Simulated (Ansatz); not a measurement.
This cell of ZrO$_{2}$ (tetragonal-ZrO2 type, space group P4_2/nmc) is off equilibrium:

```xyz
12
Lattice="7.2416 0.0000 0.0000 3.6208 3.6208 0.0000 0.0000 0.0000 5.2843" Properties=species:S:1:pos:R:3 pbc="T T T"
Zr     0.0000     0.0000    -0.0721
Zr     3.6208     0.0000     0.0721
Zr     9.0521     1.8104     2.8221
Zr     5.4312     1.8104     2.4621
O      7.0690     1.7726     1.0173
O      3.7934     1.8482     1.0173
O      7.1472     1.7413     3.6594
O      3.7152     1.8796     3.6594
O      1.8796     0.0944     1.6248
O      5.3621    -0.0944     1.6248
O      1.8482     0.1726     4.2670
O      5.3934    -0.1726     4.2670
```

Calculation: PBE (plane waves to 420 eV, PAW, scalar-relativistic; Ansatz, a first-principles code). k mesh 9×9×6 (Γ-centred), Fermi-Dirac smearing 0.05 eV. Stress and pressure are positive under compression. The PAW data are Ansatz's earlier set. This is a high-temperature form of ZrO2. ZrO2 is run without spin polarisation. ZrO2 was relaxed with its symmetry unable to fall.

**Question.** Predict the force on every atom, in eV/Å.

**Answer.** 
```csv
atom,Fx,Fy,Fz
Zr1,0.000,0.000,0.147
Zr2,0.000,0.000,-0.147
Zr3,0.000,0.000,-0.698
Zr4,0.000,0.000,0.698
O5,0.328,0.023,-0.502
O6,-0.328,-0.023,-0.502
O7,0.044,0.013,0.171
O8,-0.044,-0.013,0.171
O9,-0.013,-0.044,-0.171
O10,0.013,0.044,-0.171
O11,-0.023,-0.328,0.502
O12,0.023,0.328,0.502
```

**Question.** What is the stress tensor (GPa)?

**Answer.** 
```
   1.85     0.39     0.00
   0.39     1.85     0.00
   0.00     0.00     4.03
```
The pressure, a third of the trace, is 2.58 GPa.

(For displaced atoms, the force is minus the slope of the energy, and its curvature is a force constant, which sets phonon frequencies.)
